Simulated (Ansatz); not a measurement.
RuO2:
Space group P4₂/mnm (No. 136); a = b = 4.426 Å, c = 3.074 Å, α = β = γ = 90.00°

```tsv
atom	site	symmetry	x	y	z
Ru	2a	m.mm	0.0000	0.0000	0.0000
O	4f	m.2m	0.3064	0.3064	0.0000
```

Relaxed at zero pressure with LDA (plane waves, PAW; program Ansatz).

Problem. The volume is raised by 9 % and shape and atoms relax at that volume. What pressure results, and how do the axes share the change?

Solution. -21.1 GPa; a 3.6 %, b 3.6 %, c 1.5 %; the energy rises by 65 meV/atom.

Problem. Give the new structure.

Solution. 
Space group P4₂/mnm (No. 136); a = b = 4.5866 Å, c = 3.1199 Å, α = β = γ = 90.00°

| atom | site | symmetry | x | y | z |
|---|---|---|---|---|---|
| Ru | 2a | m.mm | 0.0000 | 0.0000 | 0.0000 |
| O | 4f | m.2m | 0.3066 | 0.3066 | 0.0000 |

The phase is kept; no other phase was compared at this pressure.

Space group P4_2/mnm (rutile). The LDA relaxation kept the symmetry of its start; of distortions, only those at the zone centre were tested. The run is not spin-polarised.

Potentials: the later of the program's two PAW sets.
